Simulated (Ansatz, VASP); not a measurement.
**Al2O in VASP and in Ansatz**

```
CELL_PARAMETERS angstrom
-1.94062 1.94062 3.30376
1.94062 -1.94062 3.30376
1.94062 1.94062 -3.30376
ATOMIC_POSITIONS crystal
Al 0.50000 0.00000 0.50000
Al 0.00000 0.50000 0.50000
O 0.50000 0.50000 0.00000
```

Alike in both runs: task relaxation of cell and atoms; functional PBE; k mesh 6 × 6 × 6; occupations gaussian, width 0.1 eV; no spin polarisation.

|  | VASP | Ansatz |
| --- | --- | --- |
| version | VASP 6.6.1 | Ansatz 0.2.0 |
| potentials or method | VASP PAW PBE potentials, release 64 (Al, O) | scalar-relativistic, plane waves, PAW |
| plane-wave cutoff (eV) | 600 | 420 |
| valence electrons in the cell | 12 | 12 |

```tsv
	VASP	Ansatz	Ansatz less VASP
gap on the k mesh at the Fermi level, each at its own relaxed structure (eV)	none	none	-
relaxed volume (Å³/atom)	15.20	15.29	+0.088
relaxed cell length with the largest relative difference (Å)	4.030	4.041	+0.0107
energy change over the relaxation (meV/atom)	-79	-77	+1.6
```

A gap of «none» marks a metal or a gap that the smearing closes.

Caveats: the k mesh is coarse (spacing up to 0.38 Å⁻¹), so the values aren't converged.
